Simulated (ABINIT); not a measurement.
Crystal: Re.

```xyz
2
Lattice="2.7608 0.0000 0.0000 -1.3804 2.3909 0.0000 0.0000 0.0000 4.4582" Properties=species:S:1:pos:R:3 pbc="T T T"
Re    1.3804    0.7970    3.3436
Re    0.0000    1.5939    1.1145
```

Base run:

| Property | Result |
| --- | --- |
| Program | ABINIT 10.8.3 (patched build) |
| Functional | PBEsol |
| Potentials or basis | PseudoDojo NC SR PBEsol v0.4.1 standard |
| Cutoff | 980 eV |
| k mesh | 11 × 11 × 6 |
| Occupations | fermi-dirac, width 0.05 eV |
| Spin | no spin polarisation |

Its results: band gap on the k mesh none (metal or under the smearing width); pressure -4.3 GPa.

Problem. The run is repeated on the same cell with these changes: functional from PBEsol to PBE; potentials or basis from PseudoDojo NC SR PBEsol v0.4.1 standard to PseudoDojo NC SR PBE v0.5 standard. What comes out?

Solution. Band gap on the k mesh none (metal or under the smearing width); pressure 5.8 GPa.

Caveats: spin-orbit coupling is left out, which moves the levels of the heavy elements.
